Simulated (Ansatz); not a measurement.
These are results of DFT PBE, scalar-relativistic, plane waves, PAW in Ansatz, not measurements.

Cutoff 420 eV; k points 14×14×14 on the computed 2-atom cell (Γ-centred); Gaussian smearing, width 0.02 eV; no spin polarisation.

Structure with the computed forces (eV/Å) in the last three columns:

```xyz
2
Lattice="0.0000 2.2522 3.4790 1.2887 0.0000 3.4790 1.2887 2.2522 0.0000" Properties=species:S:1:pos:R:3:forces:R:3 pbc="T T T" pressure_GPa=-14.34
C     1.2887    0.6449    3.4790    0.0000    9.0740    0.0000
C     1.2887    3.8595    3.4790    0.0000   -9.0740    0.0000
```

Stress tensor (GPa, compression positive):

```
-28.13   0.00   0.00
  0.00 -16.93   0.00
  0.00   0.00   2.02
```

The cell holds layers, and where no dispersion correction was added their binding is poorly described. The smearing is narrow for a metal on this mesh.

This form isn't the element's structure at ambient conditions.